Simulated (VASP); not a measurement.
Write the native input for VASP 6.6.1 that does the following.

```
Task                   : relaxation of the atoms
Functional             : optB88-vdW
Potentials or basis    : VASP PAW PBE potentials, release 64 (Sn_d, S)
Cutoff                 : 520 eV
k mesh                 : 10 × 10 × 6
Occupations            : gaussian, width 0.05 eV
Spin                   : no spin polarisation
Further INCAR settings : ALGO = Fast; EDIFF = 1e-06; IBRION = 2; EDIFFG = -0.02; NSW = 40
```

The structure of SnS2 lies in POSCAR:

```
SnS2
1.0
    3.6390000000      0.0000000000      0.0000000000
   -1.8195000000      3.1514664400      0.0000000000
    0.0000000000      0.0000000000      5.9618880000
Sn S
1 2
Direct
    0.0000000000      0.0000000000      0.0000000000
    0.3333333300      0.6666666700      0.2460629900
    0.6666666700      0.3333333300      0.7539370100
```

The input as run:

INCAR

```
PREC = Accurate
ENCUT = 520
EDIFF = 1E-6
ISMEAR = 0
SIGMA = 0.05
LREAL = F
LASPH = T
NELM = 100
ALGO = Fast
ISIF = 2
LWAVE = F
LCHARG = F
GGA = BO
LUSE_VDW = T
AGGAC = 0.0
PARAM1 = 0.1833333333
PARAM2 = 0.22
IBRION = 2
NSW = 40
EDIFFG = -0.02
KPAR = 2
```

KPOINTS

```
regular mesh
0
Gamma
  10 10 6
```

Potentials or basis: VASP PAW PBE potentials, release 64 (Sn_d, S).

Command:

```bash
$ cat potpaw_PBE.64/Sn_d/POTCAR potpaw_PBE.64/S/POTCAR > POTCAR
$ mpirun -np 2 vasp_std > vasp.out
```

It gave:

```
Energy gained by relaxing    : 6.2 meV/atom
Ionic steps                  : 3
Pressure after relaxing      : 2.0 GPa
Largest force after relaxing : 0.005 eV/Å
Band gap on the k mesh       : 1.33 eV, indirect (least direct gap 1.80 eV)
```

Caveat: the PAW data sets were made with another functional, which shifts forces and pressure a little; spin-orbit coupling is left out, which moves the levels of the heavy elements.

Run time: 4.6 min on 2 MPI ranks on Intel(R) Xeon(R) Platinum 8488C (Sapphire Rapids) (shared host), peak memory 0.46 GiB a rank.
